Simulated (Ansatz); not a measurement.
# I (I4/mmm) in Ansatz: further runs

Aim: see how the results for I move with the level of theory and the settings. Levels: revPBE, r2SCAN0. Tasks: electrostatic potential, atomic charges.

Everything below comes from runs of Ansatz 0.2.0. Logs are shortened: lines on timing, memory, paths and dates and some standing lists are left out, and cuts for length are marked.

**1. The crystal as given**

Symmetry: I4/mmm, No. 139, tetragonal system. Conventional cell: a = 3.235 Å, b = 3.235 Å, c = 8.530 Å, α = 90.00°, β = 90.00°, γ = 90.00°. I (site symmetry 4/mmm) is surrounded by 4 I at 3.23 Å.

**2. Electrostatic potential, revPBE, spin-orbit coupling, no magnetisation**

input.yaml reads:

```yaml
crystal:
  lattice:
    - [-1.617456, 1.617456, 4.264808]
    - [1.617456, -1.617456, 4.264808]
    - [1.617456, 1.617456, -4.264808]
  atoms:
    - { symbol: I, position: [0.0, 0.0, 0.0] }
hamiltonian:
  xc: revpbe
  pseudopotentials: { kind: nc_fr }
magnetization:
  noncollinear: true
  spin_orbit: true
kpoints:
  mp_grid: { grid: [11, 11, 11] }
scf:
  occupations: { method: methfessel_paxton, width: 0.1 }
output:
  forces: true
  stress: true
  eigenvalues: true
  write_density: true
  write_potential: true
  elf: true
  volumetric_format: npy
```

Potentials or basis: PseudoDojo standard (PBE files).

The run is started by

```
$ ansatz run input.yaml --threads 1 --pin off --max-ram 2560MiB --backend cpu --events-out ev --progress --plain --runs-dir out
```

Log:

```text
Warning: RAYON_NUM_THREADS=1 ignored (pool sized by the plan → 1); use --threads N
Engine: ansatz 0.2.0, aarch64-unknown-linux-gnu
Pseudopotentials: kind: nc_fr
Pseudopotential: I, nc_fr, valence charge 7, recommended cutoff 952.398519 eV (normal), I.nc_fr.azcp (PseudoDojo's, or run here from an input of PseudoDojo's: the run reads no file of this project's for it)
Functional definition: revPBE
  parameter kappa = 1.245
  parameter beta = 0.06672455060314922
  exchange = pbe_x(kappa = kappa, mu = beta*pi^2/3)
  correlation = pbe_c(beta = beta)
non-collinear run that drives no moment, with spin-orbit: no starting moment large enough to seed its density (crystal.atoms[].spin), no starting occupations that ask for one, no magnetisation constraint and no magnetic field, so the semilocal B_xc is pinned to zero
Crystal: 1 atoms, lattice volume = 44.630 Å³
Basis set: ecut = 952.398519 eV, 2937 PW (Γ), exchange–correlation on 100×100×100 points (8 copies of the dense FFT grid, shifted against one another)
Bands: 16, of which v1, the nominal top of the filled ones, is band 7 counted from 1 (6 counted from 0)
Symmetry: 16 space group operations + 16 with time reversal
Magnetic group: BNS 139.532 (UNI 1192), of the structure as read, at distance tolerance 3.5e-5 Å
k-points: 126 of 1331
Projection manifold: j_resolved (fully-relativistic pseudo-atomic orbitals)
Non-local potential: I, projectors of the file, l = 0: 2, l = 1: 4, l = 2: 4, l = 3: 4
Initial density: superposition of atomic densities (chi_scale 0.1, normalization cell)
Initial wavefunctions: pseudopotential atomic-orbital guess
Functional: x = revpbe(κ = 1.245, μ = 0.2195149727645171), c = pbe(β = 0.06672455060314922)
SCF iter   1: F=—  HF=-352.511464 eV  |F-HF|=—  |Δ(HF+E_count)|=         —  Δρ=1.34e-2  dr2=8.08e-2  dr2_m=0.00e0 (ungated)  ethr=3.10e-3  |M|=0.00e0 ∫|m|=0.00e0 μB  |m|>n=0.0e0 m-floor=0.0e0 τ_xc=0.0e0  β_m=0.30  ⟨swp⟩=8.7  Hψ=7279  notcnv=0  defer=10
preconditioner: auto → none  [metal: Δε(μ)=0.043 eV  Ē_g=13.078 eV  σ=0.100 eV  W_gap=0.35  n_scr=2 (ndim 8)  ℏωp=14.7 eV  f_vac=0.000  D(μ)=0.42/eV (n_scr^D=0)  sad-step TF]
SCF iter   2: F=—  HF=-352.498920 eV  |F-HF|=—  |Δ(HF+E_count)|=   1.25e-2  S|Δr|=    0.00e0  Δρ=9.68e-3  dr2=4.47e-2  dr2_m=0.00e0 (ungated)  ethr=1.15e-3  |M|=0.00e0 ∫|m|=0.00e0 μB  |m|>n=0.0e0 m-floor=0.0e0 τ_xc=0.0e0  β_m=0.65  ⟨swp⟩=1.2  Hψ=1537  notcnv=0  defer=24
SCF iter   3: F=—  HF=-352.484096 eV  |F-HF|=—  |Δ(HF+E_count)|=   1.48e-2  S|Δr|=    0.00e0  Δρ=7.89e-4  dr2=4.19e-4  dr2_m=0.00e0 (ungated)  ethr=6.38e-4  |M|=0.00e0 ∫|m|=0.00e0 μB  |m|>n=0.0e0 m-floor=0.0e0 τ_xc=0.0e0  β_m=0.72  ⟨swp⟩=2.5  Hψ=1574  notcnv=0  defer=32
SCF iter   4: F=—  HF=-352.484250 eV  |F-HF|=—  |Δ(HF+E_count)|=   1.54e-4  S|Δr|=    0.00e0  Δρ=2.30e-4  dr2=2.41e-5  dr2_m=0.00e0 (ungated)  ethr=5.98e-6  |M|=0.00e0 ∫|m|=0.00e0 μB  |m|>n=0.0e0 m-floor=0.0e0 τ_xc=0.0e0  β_m=0.77  ⟨swp⟩=2.1  Hψ=1303  notcnv=0  defer=106
SCF iter   5: F=—  HF=-352.484271 eV  |F-HF|=—  |Δ(HF+E_count)|=   2.13e-5  S|Δr|=    0.00e0  Δρ=4.94e-5  dr2=1.22e-6  dr2_m=0.00e0 (ungated)  ethr=3.44e-7  |M|=0.00e0 ∫|m|=0.00e0 μB  |m|>n=0.0e0 m-floor=0.0e0 τ_xc=0.0e0  β_m=0.88  ⟨swp⟩=2.2  Hψ=1188  notcnv=0  defer=168
SCF iter   6: F=-352.484271 eV  HF=-352.484271 eV  |F-HF|=1.75e-8  |Δ(HF+E_count)|=   1.30e-8  S|Δr|=    0.00e0  Δρ=3.47e-6  dr2=7.14e-9  dr2_m=0.00e0 (ungated)  ethr=1.43e-9  |M|=0.00e0 ∫|m|=0.00e0 μB  |m|>n=0.0e0 m-floor=0.0e0 τ_xc=0.0e0  ⟨swp⟩=16.3  Hψ=8828  notcnv=0
SCF 1 converged in 6 iterations: F = -352.484271 eV  dr2 = 7.14e-9
SCF converged after 6 iterations
Stability not checked: this state was not tested for a lower state beside it, because cold or Methfessel-Paxton smearing, or corrected tetrahedra, fill the levels in a way that the test cannot read (fill_not_monotonic; see scf.lower_state_search)
Magnetization: |M| = 0.0000 μB,  M = (+0.0000, +0.0000, +0.0000) μB
Absolute magnetization: 0.0000 μB (∫|m|)
  site 0: m = (+0.0000, +0.0000, +0.0000) μB, |m| = 0.0000 μB  (R = 1.33 Å)
Free energy (F): -352.484271 eV
Harris-Foulkes:  -352.484271 eV  (|F-HF|=1.75e-8)
Internal energy: -352.484555 eV  (E = F + TS)
E sigma→0 (E₀):  -352.484342 eV
Entropy (-TS):   0.000284 eV (0.284 meV/atom)
Fermi energy:    2.964971 eV
--- Per-component energies (eV) ---
  E_band       = -15.397695
  E_kinetic    = 85.887322
  E_local      = -148.140686  (includes V_loc(G=0)·N_el)
  E_nonlocal   = 52.476266
  E_hartree    = 40.325137
  E_xc         = -108.028243
  E_vxc        = -86.270398  (∫ρ·V_xc dr)
  E_ewald      = -275.004351
  E_smearing   = 0.000284  (= −TS)
  E_closure    = -0.000000  (closes the sum)
  Σ components = -352.484271   (vs F -352.484271, Δ=0.00e0)
--- Forces (eV/Å), atoms counted from 1 ---
  atom   1  I      0.00000000     0.00000000     0.00000000
  max |Σ_I F_I| component: 3.94e-31 eV/Å
--- Stress (GPa, compression-positive) ---
        1.512994       0.000000       0.000000
        0.000000       1.512994      -0.000000
        0.000000      -0.000000       0.869013
  P = ⅓ Tr σ = 1.2983 GPa (12.983 kbar)
--- Band table (eV; the first three rows and the last of 126) ---
  k-point 0: bands = ["-10.5967", "-10.5967", "0.6973", "0.6973", "3.5516", "3.5516", "4.3844", "4.3844", "7.5807", "7.5807", "10.5986", "10.5986", "11.2727", "11.2727", "15.7638", "15.7638"]
  k-point 1: bands = ["-10.4355", "-10.4355", "0.7998", "0.7998", "2.9487", "2.9487", "3.6446", "3.6446", "7.8573", "7.8573", "11.6710", "11.6710", "12.2662", "12.2662", "13.7659", "13.7659"]
  k-point 2: bands = ["-9.9737", "-9.9737", "0.9159", "0.9159", "1.9448", "1.9448", "2.2701", "2.2701", "8.5555", "8.5555", "12.2271", "12.2271", "12.4487", "12.4487", "13.7077", "13.7077"]
  k-point 125: bands = ["-10.3998", "-10.3998", "-0.4943", "-0.4943", "2.9116", "2.9116", "4.0666", "4.0666", "10.5686", "10.5686", "11.5060", "11.5060", "12.4987", "12.4987", "15.7905", "15.7905"]
```

It took 70 s on 1 thread of Arm Neoverse V1, shared host; peak memory 0.71 GiB.

Results:

```
Free energy            : -352.4843 eV
Pressure               : 1.3 GPa
Band gap on the k mesh : none (metal or under the smearing width)
```

Levels at points of the mesh, in eV from the Fermi level:
| k point | band 4 | band 5 | band 6 | band 7 | band 8 | band 9 |
| --- | --- | --- | --- | --- | --- | --- |
| (0.00, 0.00, 0.00) | -2.27 | 0.59 | 0.59 | 1.42 | 1.42 | 4.62 |

Caveat: the potentials were made for another functional, which shifts forces and pressure.

**3. Electrostatic potential, revPBE, spin-orbit coupling, no magnetisation**

Changes to input.yaml since step 2:

```diff
@@ -1,8 +1,7 @@
 crystal:
-  lattice:
-    - [-1.617456, 1.617456, 4.264808]
-    - [1.617456, -1.617456, 4.264808]
-    - [1.617456, 1.617456, -4.264808]
+  lattice: { a: 3.234912, b: 3.234912, c: 8.529616, alpha: 90.0, beta: 90.0, gamma: 90.0 }
+  space_group: 139
+  reduce_to_primitive: true
   atoms:
-    - { symbol: I, position: [0.0, 0.0, 0.0] }
+    - { symbol: I, wyckoff: "2a", position: [0.0, 0.0, 0.0] }
 hamiltonian:
```

Potentials or basis: PseudoDojo standard (PBE files).

The run is started by

```
$ ansatz run input.yaml --threads 1 --pin off --max-ram 2560MiB --backend cpu --events-out ev --progress --plain --runs-dir out
```

Run time: 69 s. Hardware: 1 thread of Arm Neoverse V1, shared host; peak memory 0.71 GiB.

It converged, with:

```
Free energy            : -352.4843 eV
Pressure               : 1.3 GPa
Band gap on the k mesh : none (metal or under the smearing width)
```

Stress tensor (GPa, compression positive):
```
1.51 0.00 0.00
0.00 1.51 0.00
0.00 0.00 0.87
```

Levels at points of the mesh, in eV from the Fermi level:
```csv
k point,band 4,band 5,band 6,band 7,band 8,band 9
"(0.00, 0.00, 0.00)",-2.27,0.59,0.59,1.42,1.42,4.62
```

Caveat: the potentials were made for another functional, which shifts forces and pressure.

**4. Atomic charges, r2SCAN0**

input.yaml reads:

```yaml
crystal:
  lattice:
    - [-1.617456, 1.617456, 4.264808]
    - [1.617456, -1.617456, 4.264808]
    - [1.617456, 1.617456, -4.264808]
  atoms:
    - { symbol: I, position: [0.0, 0.0, 0.0] }
hamiltonian:
  xc: r2scan0
  pseudopotentials: { kind: paw, partial_waves: polarizable }
kpoints:
  mp_grid: { grid: [7, 7, 7] }
scf:
  occupations: { method: methfessel_paxton, width: 0.1 }
output:
  forces: true
  stress: true
  eigenvalues: true
  bader: true
  populations: intrinsic
  write_density: true
  write_potential: true
  elf: true
  volumetric_format: npy
```

Potentials or basis: Ansatz PAW polarizable.

The run is started by

```
$ ansatz run input.yaml --threads 1 --pin off --max-ram 2560MiB --backend cpu --events-out ev --progress --plain --runs-dir out
```

Log:

```text
Warning: output.stress: scf.convergence.dr2_threshold = 1e-7 eV (the SCF's general default) is looser than the 1e-10 eV advised for a printed stress (1e-10 eV for each atom of the cell: 1). What an SCF threshold leaves in a stress goes as its square root, and in the free energy as the threshold itself, and one threshold admits the most on a small cell: of the crystals measured, under no hybrid functional and no lock of the moments, on runs that ended without the residual-converged pass, on stresses that held no estimate of that error, the worst erred by over 100 MPa in a component at 1e-7 eV an atom and by under 5 at 1e-10. Set scf.convergence.dr2_threshold to 1e-10 eV or tighter. The threshold is an SCF's pass mark: one that does not reach it within its budget of iterations ends unconverged, or closes short of it on a stop that the run arms, and scf.convergence.dr2_threshold's page says what that costs each kind of run
Warning: output.stress: scf.exx.energy_threshold = 1e-6 eV is looser than the 1e-8 eV advised for a stress under a hybrid functional (1e-8 eV for each atom of the cell: 1). Every SCF of the exchange loop can meet its threshold on dr2 while the loop round them stops early: no threshold on dr2 bounds what that leaves in the stress. Set scf.exx.energy_threshold to 1e-8 eV or tighter. The threshold is the loop's pass mark: a loop that does not reach it within its budget of cycles ends unconverged, and scf.exx.energy_threshold's page has the law
Warning: RAYON_NUM_THREADS=1 ignored (pool sized by the plan → 1); use --threads N
[... 1 set-up line as earlier in the session ...]
Pseudopotentials: kind: paw
Pseudopotential: I, paw, valence charge 17, recommended cutoff 500 eV (meta_gga), I.paw.azcp
Functional definition: r2SCAN0
  parameter a = 0.25
  parameter k0 = 0.174
  parameter k1 = 0.065
  parameter a1 = 4.9479
  exchange = (1 - a)*r2scan_x(k0 = k0, k1 = k1, a1 = a1) + a*exact_x
  correlation = r2scan_c
Crystal: 1 atoms, lattice volume = 44.630 Å³
Basis set: ecut = 500 eV, 1135 PW (Γ), exchange–correlation on 144×144×144 points (64 copies of the dense FFT grid, shifted against one another)
Bands: 13, of which v1, the nominal top of the filled ones, is band 9 counted from 1 (8 counted from 0)
Symmetry: 16 space group operations
Space group: I4/mmm (ITA 139), of the structure as read, at distance tolerance 3.5e-5 Å
k-points: 40 of 343
Non-local potential: I, projectors of the file, l = 0: 2, l = 1: 2, l = 2: 2, l = 3: 2
[... 70 lines left out ...]
  E_vtau       = 5.368412  (kinetic-family band-sum trace: ∫τ·v_τ [+ j·A + Jᵃ·Aᵃ] dr)
  E_ewald      = -1621.964438
  E_core_change = -0.248675  (= ΣΔE_core)
  E_smearing   = -0.000115  (= −TS)
  E_closure    = -0.000000  (closes the sum)
  Σ components = -7527.716598   (vs F -7527.716598, Δ=-9.09e-13)
--- Forces (eV/Å), atoms counted from 1 ---
  atom   1  I      0.00000000     0.00000000     0.00000000
  max |Σ_I F_I| component: 1.97e-31 eV/Å
--- Stress (GPa, compression-positive) ---
       -1.439422       0.000000       0.000000
        0.000000      -1.439422       0.000000
       -0.000000      -0.000000      -0.692563
  P = ⅓ Tr σ = -1.1905 GPa (-11.905 kbar)
--- Band table (eV; the first three rows and the last of 40) ---
  k-point 0: bands = ["-44.8680", "-44.8335", "-44.6363", "-44.6363", "-44.5820", "-11.5611", "1.0578", "5.7028", "5.7028", "9.7185", "13.1898", "13.9817", "18.4775"]
  k-point 1: bands = ["-44.8588", "-44.8368", "-44.6377", "-44.6377", "-44.5787", "-11.1010", "1.4186", "3.5330", "3.6303", "10.3828", "15.3902", "15.8198", "15.9428"]
  k-point 2: bands = ["-44.8443", "-44.8383", "-44.6409", "-44.6408", "-44.5714", "-9.8753", "1.1178", "1.2118", "2.2534", "11.8825", "13.5143", "13.8070", "13.8943"]
  k-point 39: bands = ["-44.8634", "-44.8352", "-44.6377", "-44.6360", "-44.5803", "-11.1905", "-0.2376", "3.1620", "5.7699", "13.3311", "14.6884", "15.4391", "18.9036"]
--- intrinsic populations: 1 site ---
  site symbol       q [e]
     0      I     17.0000
  spilling = -0.000000 (of n_electrons = 17.000000)
--- Bader charges: 1 site ---
  site symbol  charge [e]  shift [e]
     0      I      0.0000     0.0000
  estimated error of the sums over rays = 1.1e-6 e
```

populations.tsv:

```text
# site	symbol	l	j	q
# orbitals = intrinsic
# n_electrons = 17.000000
# spilling = -0.000000
# projection_atom_I: [Kr] 4d10 5s2 5p5
0	I	0_5S	-	1.991535
0	I	1_5P	-	5.008525
0	I	2_4D	-	9.999940
```

It took 2.4 min on 1 thread of Arm Neoverse V1, shared host; peak memory 2.1 GiB.

What came out:

| Quantity | Value |
| --- | --- |
| Free energy | -7527.7166 eV |
| Pressure | -1.2 GPa |
| Band gap on the k mesh | none (metal or under the smearing width) |

Stress tensor (GPa, compression positive):
```
-1.44  0.00  0.00
 0.00 -1.44  0.00
 0.00  0.00 -0.69
```

Caveat: the k mesh is coarse (spacing up to 0.39 Å⁻¹), so the values aren't converged, least of all with exact exchange; an odd number of electrons without spin polarisation forces a metal; a magnetic or distorted state may lie lower; the PAW data sets come from PBE, with cores solved anew for the run's functional, which leaves a small shift of forces and pressure; the thresholds are loose for stress. Spin-orbit coupling is left out, which matters for the levels of I.
